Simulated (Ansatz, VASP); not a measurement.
Ag: VASP beside Ansatz

```
Ag
1.0
     0.00000    2.04275    2.04275
     2.04275    0.00000    2.04275
     2.04275    2.04275    0.00000
Ag
1
Direct
  0.00000 0.00000 0.00000
```

Alike in both runs: functional BLYP; k mesh 11 × 11 × 11; occupations fermi-dirac, width 0.05 eV; no spin polarisation.

|  | VASP | Ansatz |
| --- | --- | --- |
| version | VASP 6.6.1 | Ansatz 0.2.0 |
| potentials or method | VASP PAW PBE potentials, release 64 (Ag), cutoff 520 eV | all-electron LAPW, scalar-relativistic |
| task | single point | band structure |

|  | VASP | Ansatz | Ansatz less VASP |
| --- | --- | --- | --- |
| gap on the k mesh at the Fermi level (eV) | none | none | - |
| pressure (GPa) | 12.1 | 12.0 | -0.13 |

A gap of «none» marks a metal or a gap that the smearing closes. Ansatz ran all-electron here, so the differences hold the error of VASP's frozen core and of both bases.

Caveats: the PAW data sets were made with another functional, which shifts forces and pressure a little (VASP).
